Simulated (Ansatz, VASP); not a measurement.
# ZnSe (Stilleite) in two plane-wave programs

Wanted: the spread between two codes on one cell, functional and k mesh.

Main program and level: Ansatz 0.2.0; plane waves, with VASP 6.6.1 beside it; band structure at PBE and single point at PBE.

## 1. The structure

It takes space group F-43m (No. 216, cubic). Conventional cell: a = 5.668 Å, b = 5.668 Å, c = 5.668 Å, α = 90.00°, β = 90.00°, γ = 90.00°. Nearest to Se lie 4 Zn at 2.45 Å. Nearest to Zn lie 4 Se at 2.45 Å. Farther neighbours and most contacts between anions are not listed.

## 2. Ansatz: band structure, PBE

Ansatz runs on its default PAW (the set named soft_2) files.

Levels along a path test the potential and the projectors away from the mesh points.

input.yaml

```yaml
crystal:
  lattice:
    - [0.0, 2.8338, 2.8338]
    - [2.8338, 0.0, 2.8338]
    - [2.8338, 2.8338, 0.0]
  atoms:
    - { symbol: Se, position: [0.75, 0.75, 0.75] }
    - { symbol: Zn, position: [0.0, 0.0, 0.0] }
hamiltonian:
  xc: pbe
  pseudopotentials: { kind: paw }
kpoints:
  mp_grid: { grid: [6, 6, 6] }
  band_path:
    path:
      - [0.0, 0.0, 0.0]
      - [0.18182, 0.0, 0.18182]
      - [0.36364, 0.0, 0.36364]
      - [0.5, 0.0, 0.5]
      - [0.5, 0.09091, 0.59091]
      - [0.5, 0.18182, 0.68182]
      - [0.5, 0.25, 0.75]
      - [0.45455, 0.29545, 0.75]
      - [0.40909, 0.34091, 0.75]
      - [0.375, 0.375, 0.75]
      - [0.20455, 0.20455, 0.40909]
      - [0.06818, 0.06818, 0.13636]
      - [0.04545, 0.04545, 0.04545]
      - [0.22727, 0.22727, 0.22727]
      - [0.40909, 0.40909, 0.40909]
      - [0.51136, 0.47727, 0.51136]
      - [0.55682, 0.38636, 0.55682]
      - [0.60227, 0.29545, 0.60227]
      - [0.61364, 0.25, 0.63636]
      - [0.56818, 0.25, 0.68182]
      - [0.51136, 0.25, 0.73864]
      - [0.5, 0.29545, 0.70455]
      - [0.5, 0.38636, 0.61364]
      - [0.5, 0.47727, 0.52273]
      - [0.47727, 0.47727, 0.54545]
      - [0.43182, 0.43182, 0.63636]
      - [0.38636, 0.38636, 0.72727]
      - [0.60227, 0.20455, 0.60227]
      - [0.55682, 0.11364, 0.55682]
      - [0.5, 0.0, 0.5]
    npoints: 1
scf:
  occupations: { method: gaussian, width: 0.01 }
  n_extra_bands: 7
output:
  forces: true
  stress: true
  eigenvalues: true
```

Command:

```bash
$ ansatz run input.yaml --threads 2 --pin off --max-ram 4608MiB --backend cpu --events-out ev --progress --plain --runs-dir out
```

Numbers of over 12 decimals in the logs are rounded to 6 here.

The program printed:

```text
scf.n_extra_bands = 7 over 14 filled bands (N_el = 28.0): the run solves 21 bands
Engine: ansatz 0.2.0, aarch64-unknown-linux-gnu
Pseudopotentials: kind: paw
Pseudopotential: Se, paw, valence charge 16, recommended cutoff 420 eV (normal), Se.paw.azcp
Pseudopotential: Zn, paw, valence charge 12, recommended cutoff 420 eV (normal), Zn.paw.azcp
Functional definition: PBE
  parameter kappa = 0.804
  parameter beta = 0.066725
  exchange = pbe_x(kappa = kappa, mu = beta*pi^2/3)
  correlation = pbe_c(beta = beta)
Crystal: 2 atoms, lattice volume = 45.513 Å³
Basis set: ecut = 420 eV, 893 PW (Γ), exchange–correlation on 54×54×54 points (8 copies of the dense FFT grid, shifted against one another)
Bands: 21, of which v1, the nominal top of the filled ones, is band 14 counted from 1 (13 counted from 0)
Symmetry: 24 space group operations
Space group: F-43m (ITA 216), of the structure as read, at distance tolerance 3.6e-5 Å
k-points: 16 of 216 (time reversal used)
Non-local potential: Se, projectors of the file, l = 0: 2, l = 1: 2, l = 2: 3, l = 3: 1
Non-local potential: Zn, projectors of the file, l = 0: 2, l = 1: 2, l = 2: 3, l = 3: 1
PAW form: soft (Blöchl's): semilocal exchange-correlation on the pseudo side does not see the compensation charge
PAW one-centre angular grid: Se, 590 points (default); XC on 64 Gauss nodes
PAW one-centre angular grid: Zn, 590 points (default); XC on 64 Gauss nodes
Initial density: superposition of atomic densities (neutral atoms: chi_scale 0, normalization atom), corrected by the library's trained network
Initial wavefunctions: pseudopotential atomic-orbital guess
Functional: x = pbe(κ = 0.804, μ = 0.219515), c = pbe(β = 0.066725)
SCF iter   1: F=—  HF=-8789.521124 eV  |F-HF|=—  |Δ(HF+E_count)|=         —  Δρ=6.46e-4  dr2=2.67e-4  ethr=1.77e-3  ⟨swp⟩=6.0  Hψ=1713  notcnv=0
preconditioner: auto → none  [insulator: Δε(μ)=1.281 eV  Ē_g=14.434 eV  σ=0.010 eV  W_gap=1.00  n_scr=14 (ndim 8)  ℏωp=23.4 eV  f_vac=0.121  D(μ)=0.00/eV (n_scr^D=0)  ε∞_Penn≈3.6]
SCF iter   2: F=—  HF=-8789.521068 eV  |F-HF|=—  |Δ(HF+E_count)|=   5.54e-5  Δρ=4.04e-4  dr2=3.88e-5  ethr=9.53e-7  ⟨swp⟩=2.1  Hψ=760  notcnv=0  defer=39
SCF iter   3: F=—  HF=-8789.521077 eV  |F-HF|=—  |Δ(HF+E_count)|=   8.60e-6  Δρ=1.72e-4  dr2=7.23e-6  ethr=1.39e-7  ⟨swp⟩=2.0  Hψ=467  notcnv=0  defer=39
SCF iter   4: F=—  HF=-8789.521078 eV  |F-HF|=—  |Δ(HF+E_count)|=   1.25e-6  Δρ=6.92e-5  dr2=7.31e-7  ethr=2.58e-8  ⟨swp⟩=2.0  Hψ=425  notcnv=0  defer=39
SCF iter   5: F=—  HF=-8789.521081 eV  |F-HF|=—  |Δ(HF+E_count)|=   3.01e-6  Δρ=2.03e-5  dr2=1.98e-7  ethr=2.61e-9  ⟨swp⟩=2.0  Hψ=521  notcnv=0  defer=39
SCF iter   6: F=-8789.521081 eV  HF=-8789.521081 eV  |F-HF|=1.04e-8  |Δ(HF+E_count)|=   2.27e-7  Δρ=3.32e-6  dr2=3.51e-9  ethr=3.57e-10  ⟨swp⟩=7.8  Hψ=1531  notcnv=0
SCF 1 converged in 6 iterations: F = -8789.521081 eV  dr2 = 3.51e-9
  greatest PAW one-centre occupation: 1.000 electrons in one spin orbital (limit 2), on the Se atom at site 0 (counted from 0), in its partial waves of l = 2
NSCF: frozen V_eff on 30 k-points
SCF converged after 6 iterations
Free energy (F): -8789.521081 eV
Harris-Foulkes:  -8789.521081 eV  (|F-HF|=1.04e-8)
Internal energy: -8789.521081 eV  (E = F + TS)
E sigma→0 (E₀):  -8789.521081 eV
Fermi energy:    7.425224 eV
--- Per-component energies (eV) ---
  E_band       = -381.336298
  E_kinetic    = 250.174479
  E_local      = -4391.044298  (includes V_loc(G=0)·N_el)
  E_nonlocal   = 18.364473
  E_hartree    = 2034.796049
  E_xc         = -241.519258
  E_vxc        = -150.313885  (∫ρ·V_xc dr)
  E_paw        = -3739.348792  (= ΣΔE_a)
  E_vpaw       = -178.108223  (= ΣTr[D̂ρ^β])
  E_aug_tail   = -0.000889  (compensation charges beyond the density's cutoff)
  E_ewald      = -2720.942845
  E_smearing   = -0.000000  (= −TS)
  E_closure    = -0.000000  (closes the sum)
  Σ components = -8789.521081   (vs F -8789.521081, Δ=0.00e0)
--- Forces (eV/Å), atoms counted from 1 ---
  atom   1  Se     0.00000000    -0.00000000     0.00000000
  atom   2  Zn    -0.00000000    -0.00000000    -0.00000000
  max |Σ_I F_I| component: 1.85e-16 eV/Å
--- Stress (GPa, compression-positive) ---
        2.126327      -0.000000      -0.000000
       -0.000000       2.126327       0.000000
       -0.000000       0.000000       2.126327
  P = ⅓ Tr σ = 2.1263 GPa (21.263 kbar)
--- Band table (eV; the first three rows and the last of 16) ---
  k-point 0: bands = [... 10 lower, 0.6109, 6.7818, 6.7818, 6.7818, 8.0685, 12.5901, 12.5901, 12.5901, ... 3 higher]
  k-point 1: bands = [... 10 lower, 0.6092, 4.8772, 6.5293, 6.5293, 9.3310, 12.6563, 12.9923, 12.9923, ... 3 higher]
  k-point 2: bands = [... 10 lower, 0.6174, 2.7261, 6.1016, 6.1016, 9.4621, 13.2644, 13.2644, 14.3490, ... 3 higher]
  k-point 15: bands = [... 10 lower, 0.8814, 2.0780, 4.1580, 4.2294, 11.2516, 11.5899, 15.0497, 15.3873, ... 3 higher]
```

The job ended after 3.2 s (2 threads of Arm Neoverse N1, shared host; peak memory 0.29 GiB; 5.8 s of CPU time).

The column dr2 measures how far the density is from self-consistency, as an energy; F and HF (Harris–Foulkes) agree once it is small.

## 3. VASP: band structure, PBE

The same cell, functional, mesh and smearing now go to VASP, with its own data sets and cutoff.

Lines of VASP's logs that name or quote its potential files are left out, and so is its time.

INCAR

```
SYSTEM = ZnSe
PREC = Accurate
ENCUT = 350
EDIFF = 1E-08
NELM = 100
ISMEAR = 0
SIGMA = 0.01
LREAL = .FALSE.
ALGO = Normal
GGA = PE
NBANDS = 15
LORBIT = 11
LWAVE = .TRUE.
LCHARG = .FALSE.
KPAR = 8
```

POSCAR

```
ZnSe
1.0
    0.0000000000      2.8338000000      2.8338000000
    2.8338000000      0.0000000000      2.8338000000
    2.8338000000      2.8338000000      0.0000000000
Se Zn
1 1
Direct
    0.7500000000      0.7500000000      0.7500000000
    0.0000000000      0.0000000000      0.0000000000
```

KPOINTS

```
Automatic mesh
0
Gamma
6 6 6
0 0 0
```

KPOINTS_OPT

```
Line mode
12
Line-mode
Reciprocal
  0.00000000   0.00000000   0.00000000 GAMMA
  0.50000000   0.00000000   0.50000000 X

  0.50000000   0.00000000   0.50000000 X
  0.50000000   0.25000000   0.75000000 W

  0.50000000   0.25000000   0.75000000 W
  0.37500000   0.37500000   0.75000000 K

  0.37500000   0.37500000   0.75000000 K
  0.00000000   0.00000000   0.00000000 GAMMA

  0.00000000   0.00000000   0.00000000 GAMMA
  0.50000000   0.50000000   0.50000000 L

  0.50000000   0.50000000   0.50000000 L
  0.62500000   0.25000000   0.62500000 U

  0.62500000   0.25000000   0.62500000 U
  0.50000000   0.25000000   0.75000000 W

  0.50000000   0.25000000   0.75000000 W
  0.50000000   0.50000000   0.50000000 L

  0.50000000   0.50000000   0.50000000 L
  0.37500000   0.37500000   0.75000000 K

  0.62500000   0.25000000   0.62500000 U
  0.50000000   0.00000000   0.50000000 X
```

The projector-augmented-wave data sets are Se_GW and Zn_GW (PBE family, release 64).

Command:

```bash
$ mpirun -np 8 vasp_std
```

The program printed:

```text
[banner, memory and clock lines left out]
running    8 mpi-ranks, on    1 nodes
 distrk:  each k-point on    1 cores,    8 groups
 distr:  one band on    1 cores,    1 groups

 POSCAR found type information on POSCAR SeZn
 POSCAR found :  2 types and       2 ions
|                                                                             |
|           W    W    AA    RRRRR   N    N  II  N    N   GGGG   !!!           |
|           W    W   A  A   R    R  NN   N  II  NN   N  G    G  !!!           |
|           W    W  A    A  R    R  N N  N  II  N N  N  G       !!!           |
|           W WW W  AAAAAA  RRRRR   N  N N  II  N  N N  G  GGG   !            |
|           WW  WW  A    A  R   R   N   NN  II  N   NN  G    G                |
|           W    W  A    A  R    R  N    N  II  N    N   GGGG   !!!           |
|                                                                             |
|     For optimal performance we recommend to set                             |
|       NCORE = 2 up to number-of-cores-per-socket                            |
|     NCORE specifies how many cores store one orbital (NPAR=cpu/NCORE).      |
|     This setting can greatly improve the performance of VASP for DFT.       |
|     The default, NCORE=1 might be grossly inefficient on modern             |
|     multi-core architectures or massively parallel machines. Do your        |
|     Unfortunately you need to use the default for GW and RPA                |
|     calculations (for HF NCORE is supported but not extensively tested      |
|     yet).                                                                   |
|                                                                             |

 LDA part: xc-table for (Slater+PW92), standard interpolation
 POSCAR, INCAR and KPOINTS ok, starting setup
 FFT: planning ... GRIDC
 FFT: planning ... GRID_SOFT
 FFT: planning ... GRID
 WAVECAR not read
 entering main loop
       N       E                     dE             d eps       ncg     rms          rms(c)
DAV:   1     0.104981503117E+03    0.10498E+03   -0.69292E+03   501   0.152E+03
DAV:   2     0.123018523687E+00   -0.10486E+03   -0.97704E+02   529   0.274E+02
DAV:   3    -0.621335829866E+01   -0.63364E+01   -0.62981E+01   760   0.656E+01
DAV:   4    -0.631168397132E+01   -0.98326E-01   -0.98306E-01   559   0.682E+00
DAV:   5    -0.631358983919E+01   -0.19059E-02   -0.19058E-02   760   0.121E+00    0.251E+00
DAV:   6    -0.604404896277E+01    0.26954E+00   -0.68872E-01   733   0.501E+01    0.125E+00
DAV:   7    -0.601848827042E+01    0.25561E-01   -0.19305E-01   682   0.107E+01    0.579E-01
DAV:   8    -0.601660016449E+01    0.18881E-02   -0.88780E-03   769   0.352E+00    0.271E-01
DAV:   9    -0.601691882759E+01   -0.31866E-03   -0.23146E-03   741   0.491E-01    0.254E-02
DAV:  10    -0.601698379388E+01   -0.64966E-04   -0.99203E-05   732   0.207E-01    0.109E-02
DAV:  11    -0.601700176004E+01   -0.17966E-04   -0.29595E-05   543   0.673E-02    0.215E-03
DAV:  12    -0.601700259197E+01   -0.83193E-06   -0.94253E-07   652   0.111E-02    0.903E-04
DAV:  13    -0.601700288408E+01   -0.29212E-06   -0.21200E-07   571   0.303E-03    0.245E-04
DAV:  14    -0.601700288545E+01   -0.13652E-08   -0.96420E-09   493   0.231E-03
   1 F= -.60170029E+01 E0= -.60170029E+01  d E =-.105492E-71
 Start KPOINTS_OPT (optional k-point list driver)
k-point batch [1-16\120]
       N       E                     dE             ncg
DAV:   1     0.959260318494E+03   -0.43936E+04      488
DAV:   2    -0.743163884098E+03   -0.17024E+04      564
DAV:   3    -0.841926870323E+03   -0.98763E+02      706
DAV:   4    -0.843910646510E+03   -0.19838E+01      624
DAV:   5    -0.843973869713E+03   -0.63223E-01      737
DAV:   6    -0.843974357007E+03   -0.48729E-03      652
DAV:   7    -0.843974366145E+03   -0.91380E-05      744
DAV:   8    -0.843974366221E+03   -0.75921E-07      645
DAV:   9    -0.843974366222E+03   -0.15409E-08      527
[...]
k-point batch [113-120\120]
       N       E                     dE             ncg
DAV:   1     0.481752864563E+04   -0.41169E+04      240
DAV:   2     0.394767158612E+04   -0.86986E+03      268
DAV:   3     0.389427981925E+04   -0.53392E+02      387
DAV:   4     0.389357084861E+04   -0.70897E+00      290
DAV:   5     0.389354344634E+04   -0.27402E-01      402
DAV:   6     0.389354323256E+04   -0.21378E-03      290
DAV:   7     0.389354322496E+04   -0.75989E-05      380
DAV:   8     0.389354322490E+04   -0.64655E-07      318
DAV:   9     0.389354322489E+04   -0.31705E-08      276
 writing wavefunctions
```

Parts of OUTCAR (step 3):

```text
ion  position               nearest neighbor table
   1  0.750  0.750  0.750-   2 2.45   2 2.45   2 2.45   2 2.45
   2  0.000  0.000  0.000-   1 2.45   1 2.45   1 2.45   1 2.45

  LATTYP: Found a face centered cubic cell.
 ALAT       =     5.6676000000

 Subroutine GETGRP returns: Found 24 space group operations
 (whereof 24 operations were pure point group operations)

The static configuration has the point symmetry T_d .

 Found     16 irreducible k-points:

   k-points           NKPTS =     16   k-points in BZ     NKDIM =     16   number of bands    NBANDS=     15

   dimension x,y,z NGX =    24 NGY =   24 NGZ =   24
   dimension x,y,z NGXF=    48 NGYF=   48 NGZF=   48

   ENCUT  =  350.0 eV  25.72 Ry    5.07 a.u.   6.11  6.11  6.11*2*pi/ulx,y,z

   NELECT =      18.0000    total number of electrons

 k-points in reciprocal lattice and weights: Automatic mesh
   0.00000000  0.00000000  0.00000000       0.005
   0.16666667  0.00000000  0.00000000       0.037
   0.33333333  0.00000000  0.00000000       0.037
   0.50000000  0.00000000  0.00000000       0.019
   0.16666667  0.16666667  0.00000000       0.028
   0.33333333  0.16666667  0.00000000       0.111
   0.50000000  0.16666667  0.00000000       0.111
  -0.33333333  0.16666667  0.00000000       0.111
  -0.16666667  0.16666667  0.00000000       0.056
[...]
-0.33333333  0.33333333  0.16666667       0.111
  -0.33333333  0.50000000  0.16666667       0.056

 average (electrostatic) potential at core
       1 -54.9361       2 -65.3317

 E-fermi :   2.7736

 k-point     1 :       0.0000    0.0000    0.0000
  band No.  band energies     occupation
    ...
      5      -3.5234      2.00000
      6      -3.5234      2.00000
      7       2.6486      2.00000
      8       2.6486      2.00000
      9       2.6486      2.00000
     10       3.9253      0.00000
     11       8.4461      0.00000
     12       8.4461      0.00000
     13       8.4461      0.00000
     14      12.5718      0.00000
    ...

 k-point     2 :       0.1667    0.0000    0.0000
  band No.  band energies     occupation
    ...
      5      -3.5251      2.00000
      6      -3.5251      2.00000
      7       0.7414      2.00000
      8       2.3959      2.00000
      9       2.3959      2.00000
     10       5.1896      0.00000
     11       8.5157      0.00000
     12       8.8478      0.00000
     13       8.8479      0.00000
     14      13.1028      0.00000
    ...

 k-point     3 :       0.3333    0.0000    0.0000
  band No.  band energies     occupation
    ...
      5      -3.5167      2.00000
      6      -3.5167      2.00000
      7      -1.4092      2.00000
      8       1.9681      2.00000
      9       1.9681      2.00000
     10       5.3204      0.00000
     11       9.1198      0.00000
     12       9.1198      0.00000
     13      10.2109      0.00000
     14      13.0628      0.00000
    ...

  Total        0.5968508      0.5968508      0.5968508      0.0000000     -0.0000000      0.0000000
  in kB       21.0106146     21.0106146     21.0106146      0.0000000     -0.0000000      0.0000000
  external PRESSURE =      21.0106146 kB  Pullay stress =       0.0000000 kB

  energy-cutoff  :      350.00
  volume of cell :       45.51
      direct lattice vectors                 reciprocal lattice vectors
     0.000000000  2.833800000  2.833800000    -0.176441527  0.176441527  0.176441527
     2.833800000  0.000000000  2.833800000     0.176441527 -0.176441527  0.176441527
     2.833800000  2.833800000  0.000000000     0.176441527  0.176441527 -0.176441527

 POSITION                                       TOTAL-FORCE (eV/Angst)
 -----------------------------------------------------------------------------------
      4.25070      4.25070      4.25070        -0.000000     -0.000000     -0.000000
      0.00000      0.00000      0.00000         0.000000      0.000000      0.000000
 -----------------------------------------------------------------------------------
    total drift:                                0.000001      0.000001     -0.000000

  FREE ENERGIE OF THE ION-ELECTRON SYSTEM (eV)
  ---------------------------------------------------
  free  energy   TOTEN  =        -6.0170028854 eV

  energy  without entropy=       -6.0170028854  energy(sigma->0) =       -6.01700289

 total charge
# of ion       s       p       d       tot
------------------------------------------
    1        1.423   2.387   0.030   3.840
    2        0.513   0.436   9.761  10.711
--------------------------------------------------
tot          1.936   2.823   9.791  14.550

[... 3 further parts left out ...]
```

The run ends at a pressure of 2.10 GPa.

[end of part 1 of 2]

[Lines on the potential files, build, host, timing and source positions are cut from VASP's logs without a mark.]

[Logs are printed without paths, hosts, clocks, repeated set-up lines and the standing remarks that a program may print on its own settings, such as how far it seeks lower states.]

[Hosts, paths, dates, database ids (printed as entryN), source tags and the programs' standing remarks are cut or masked in the printed files.]
